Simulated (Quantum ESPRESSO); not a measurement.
# Cu: phonons and electron-phonon coupling with LDA

Cu:

```
CELL_PARAMETERS angstrom
0.00000 1.80750 1.80750
1.80750 0.00000 1.80750
1.80750 1.80750 0.00000
ATOMIC_POSITIONS crystal
Cu 0.00000 0.00000 0.00000
```

```
Program                     : Quantum ESPRESSO 7.5
Task                        : phonons and electron-phonon coupling
Functional                  : LDA
Potentials or basis         : GBRV 1.5 LDA
Cutoff                      : 762 eV
Density cutoff              : 6095 eV
k mesh                      : 12 × 12 × 12
Occupations                 : methfessel-paxton, width 0.272 eV
Spin                        : no spin polarisation
Form of the LDA correlation : PZ81
Mixing beta                 : 0.5
Most SCF iterations         : 120
SCF threshold               : 2e-10 Ry
q mesh                      : 4 × 4 × 4
```

```yaml
Relaxed_volume: 10.92 Å³/atom
Relaxed_cell: a = 2.490 Å, b = 2.490 Å, c = 2.490 Å, α = 60.00°, β = 60.00°, γ = 60.00°
Space_group_after_relaxing_to_0.05_Å: Fm-3m (No. 225)
Pressure_after_relaxing: -0.4 GPa
Band_gap_on_the_k_mesh: none (metal or under the smearing width)
Highest_phonon_frequency: 277 cm⁻¹
Zero-point_energy: 0.034 eV/atom
```

Step by step:
| step | energy change (eV) | largest force (eV/Å) | pressure (GPa) | volume (Å³) |
| --- | --- | --- | --- | --- |
| 1 | 0.0000 | 0.0000 | -12.50 | 11.81 |
| 2 | -0.0364 | 0.0000 | -2.69 | 11.07 |
| 3 | -0.0375 | 0.0000 | 0.53 | 10.89 |
| 4 | -0.0376 | 0.0000 | 0.00 | 10.92 |
| 5 | -0.0376 | 0.0000 | 0.00 | 10.92 |

Final structure:
```
CELL_PARAMETERS angstrom
0.00000 1.76078 1.76078
1.76078 0.00000 1.76078
1.76078 1.76078 0.00000
ATOMIC_POSITIONS crystal
Cu 0.00000 0.00000 0.00000
```

Levels at points of the mesh, in eV from the Fermi level:
| k point | band 7 | band 8 | band 9 | band 10 | band 11 | band 12 | band 13 | band 14 |
| --- | --- | --- | --- | --- | --- | --- | --- | --- |
| (0.00, 0.00, 0.00) | -3.24 | -3.24 | -2.29 | -2.29 | 23.37 | 26.42 | 26.42 | 26.42 |
| (0.00, 0.00, -0.50) | -3.28 | -1.63 | -1.63 | -1.22 | 4.19 | 21.83 | 23.16 | 23.16 |
| (0.00, -0.50, -0.50) | -1.65 | -1.46 | -1.46 | 1.41 | 7.74 | 13.61 | 13.61 | 18.62 |

Phonon frequencies in cm⁻¹ (negative: imaginary):
```
              q point  frequencies
(0.000, 0.000, 0.000)        0 0 0
(0.318, 0.000, 0.318)  157 157 235
(0.500, 0.150, 0.650)  184 203 254
(0.346, 0.346, 0.692)  159 226 236
(0.144, 0.144, 0.288)   75 116 183
(0.091, 0.091, 0.091)     34 34 82
(0.409, 0.409, 0.409)  121 121 267
(0.589, 0.321, 0.589)  154 204 249
(0.500, 0.275, 0.725)  182 228 232
(0.500, 0.450, 0.550)  131 140 273
(0.431, 0.431, 0.639)  145 183 258
(0.562, 0.125, 0.562)  180 194 264
```

Phonon frequencies at the corners of the path (cm⁻¹, interpolated; i marks imaginary ones):
```csv
point,frequencies
Γ,0 0 0
X,185 185 270
W,185 230 230
K,167 216 247
L,127 127 277
U,167 216 247
```

Phonon states per cell in windows of 20 cm⁻¹ (negative: imaginary):
```csv
from (cm⁻¹),total
0,0.00
20,0.01
40,0.02
60,0.05
80,0.09
100,0.17
120,0.36
140,0.43
160,0.45
180,0.31
200,0.24
220,0.18
240,0.56
260,0.12
```

Harmonic thermodynamics per atom at this volume (zero-point energy 33.6 meV, Debye temperature from the second moment 350 K):
| T (K) | free energy (meV) | entropy (k_B) | heat capacity Cv (k_B) |
| --- | --- | --- | --- |
| 50 | 33.4 | 0.22 | 0.62 |
| 100 | 30.8 | 1.04 | 1.77 |
| 200 | 14.8 | 2.58 | 2.59 |
| 298.15 | -11.9 | 3.67 | 2.80 |
| 500 | -89.6 | 5.15 | 2.93 |
| 800 | -242.1 | 6.54 | 2.97 |

Electron-phonon coupling by broadening of the double delta (levels on a 36 × 36 × 36 mesh):
```
broadening (eV)     λ  N(E_F) (states/eV a spin and cell)  ω_log (K)  Tc, μ* 0.10 (K)  Tc, μ* 0.13 (K)
           0.07  0.12                               0.120        218              0.0              0.0
           0.14  0.13                               0.134        217              0.0              0.0
           0.20  0.14                               0.141        225              0.0              0.0
           0.27  0.13                               0.144        228              0.0              0.0
           0.34  0.13                               0.145        229              0.0              0.0
           0.41  0.13                               0.145        228              0.0              0.0
           0.48  0.13                               0.145        227              0.0              0.0
           0.54  0.13                               0.145        227              0.0              0.0
           0.61  0.13                               0.146        226              0.0              0.0
           0.68  0.13                               0.147        226              0.0              0.0
```

The same from a weighted sum over the computed q points, without interpolation:
| broadening (eV) | λ | ω_log (K) | Tc, μ* 0.10 (K) | Tc, μ* 0.13 (K) |
| --- | --- | --- | --- | --- |
| 0.07 | 0.12 | 219 | 0.0 | 0.0 |
| 0.14 | 0.13 | 220 | 0.0 | 0.0 |
| 0.20 | 0.14 | 226 | 0.0 | 0.0 |
| 0.27 | 0.14 | 228 | 0.0 | 0.0 |
| 0.34 | 0.13 | 229 | 0.0 | 0.0 |
| 0.41 | 0.13 | 228 | 0.0 | 0.0 |
| 0.48 | 0.13 | 228 | 0.0 | 0.0 |
| 0.54 | 0.13 | 227 | 0.0 | 0.0 |
| 0.61 | 0.13 | 227 | 0.0 | 0.0 |
| 0.68 | 0.13 | 226 | 0.0 | 0.0 |

Eliashberg function at a broadening of 0.27 eV:
| cm⁻¹ | α²F |
| --- | --- |
| 7 | 0.000 |
| 21 | 0.000 |
| 35 | 0.001 |
| 49 | 0.002 |
| 63 | 0.004 |
| 77 | 0.006 |
| 91 | 0.008 |
| 106 | 0.014 |
| 120 | 0.031 |
| 134 | 0.078 |
| 148 | 0.104 |
| 162 | 0.121 |
| 176 | 0.123 |
| 190 | 0.061 |
| 204 | 0.052 |
| 218 | 0.038 |
| 232 | 0.022 |
| 246 | 0.088 |
| 260 | 0.036 |
| 274 | 0.002 |

Coupling and linewidth of each mode at the computed q points (broadening 0.27 eV):
```csv
q,cm⁻¹,λ of the modes,linewidths (GHz)
"(0.00, 0.00, 0.25)",87 87 201,0.07 0.07 0.02,1 1 2
"(0.00, 0.00, -0.50)",127 127 277,0.04 0.04 0.02,1 1 2
"(0.00, 0.25, 0.25)",134 134 202,0.04 0.04 0.04,1 1 3
"(0.00, 0.25, -0.50)",155 184 253,0.11 0.04 0.02,4 2 2
"(0.00, 0.25, -0.25)",126 187 238,0.02 0.03 0.04,1 2 4
"(0.00, -0.50, -0.50)",185 185 270,0.06 0.06 0.02,3 3 2
"(0.25, -0.50, -0.25)",185 230 230,0.06 0.03 0.03,3 2 2
```

It took 19 min on 4 MPI ranks on Arm Neoverse V2, on a shared host, peak memory 0.36 GiB a rank.

Caveat: the mesh is thin for the phonons of a metal; λ from interpolated matrix elements is rough: modes that symmetry makes equal can differ by tens of percent.
